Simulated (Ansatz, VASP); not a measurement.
# Two plane-wave programs on N

```
N
1.0
     4.08406    0.00000    0.00000
     0.00000    4.08406    0.00000
     0.00000    0.00000    5.34591
N
4
Direct
  0.90428 0.90428 0.00000
  0.59572 0.40428 0.50000
  0.09572 0.09572 0.00000
  0.40428 0.59572 0.50000
```

Alike in both runs: task relaxation of cell and atoms; functional PBE; dispersion D3(BJ); k mesh 6 × 6 × 4; occupations gaussian, width 0.02 eV; no spin polarisation.

```csv
,VASP,Ansatz
version,VASP 6.6.1,Ansatz 0.2.0
potentials or method,"VASP PAW PBE potentials, release 64 (N)","scalar-relativistic, plane waves, PAW"
plane-wave cutoff (eV),600,420
valence electrons in the cell,20,20
```

|  | VASP | Ansatz | Ansatz less VASP |
| --- | --- | --- | --- |
| gap on the k mesh at the Fermi level, each at its own relaxed structure (eV) | 6.68 | 6.98 | +0.303 |
| relaxed volume (Å³/atom) | 20.95 | 22.32 | +1.371 |
| relaxed cell length with the largest relative difference (Å) | 3.996 | 4.094 | +0.0986 |
| energy change over the relaxation (meV/atom) | -3 | -1 | +2.0 |

One of these differences is far larger than is usual between the two programs; its cause wasn't traced.

Caveats: the standard files for N, O and F lose accuracy on very short bonds. A k mesh can miss the band edges.
